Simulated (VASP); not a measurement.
ZnS (Wurtzite-2H):

```
CELL_PARAMETERS angstrom
3.81100 0.00000 0.00000
-1.90550 3.30042 0.00000
0.00000 0.00000 6.23400
ATOMIC_POSITIONS crystal
Zn 0.66667 0.33333 0.50000
Zn 0.33333 0.66667 0.00000
S 0.66667 0.33333 0.88500
S 0.33333 0.66667 0.38500
```

- Program: VASP 6.6.1
- Task: relaxation of cell and atoms
- Functional: revPBE
- Dispersion: D4
- Potentials or basis: VASP PAW PBE potentials, release 64 (Zn, S)
- Cutoff: 600 eV
- k mesh: 8 × 8 × 5
- Occupations: fermi-dirac, width 0.05 eV
- Spin: no spin polarisation

At the start: pressure -1.0 GPa; volume 19.60 Å³/atom.

**Question.** Where does the relaxation end?

**Answer.** Over 10 steps the energy falls by 6.8 meV/atom and the volume is 19.28 Å³/atom (-1.6 %); space group P6_3mc (No. 186, to 0.05 Å).

The path:
| step | energy change (eV) | largest force (eV/Å) | pressure (GPa) | volume (Å³) |
| --- | --- | --- | --- | --- |
| 1 | 0.0000 | 0.3300 | -1.01 | 78.41 |
| 2 | -0.0209 | 0.0989 | 0.15 | 77.01 |
| 3 | -0.0210 | 0.0886 | 0.25 | 76.96 |
| 4 | -0.0240 | 0.0481 | 0.02 | 77.14 |
| 5 | -0.0263 | 0.0302 | -0.24 | 77.46 |
| 6 | -0.0271 | 0.0245 | 0.11 | 77.10 |
| 7 | -0.0272 | 0.0093 | -0.07 | 77.20 |
| 8 | -0.0272 | 0.0089 | -0.07 | 77.20 |
| 9 | -0.0272 | 0.0002 | 0.06 | 77.07 |
| 10 | -0.0272 | 0.0036 | 0.03 | 77.13 |

Final structure:
```
CELL_PARAMETERS angstrom
3.78414 0.00000 0.00000
-1.89207 3.27716 0.00000
0.00000 0.00000 6.21918
ATOMIC_POSITIONS crystal
Zn 0.66667 0.33333 0.50566
Zn 0.33333 0.66667 0.00566
S 0.66667 0.33333 0.87934
S 0.33333 0.66667 0.37934
```

Caveat: the PAW data sets were made with another functional, which shifts forces and pressure a little.
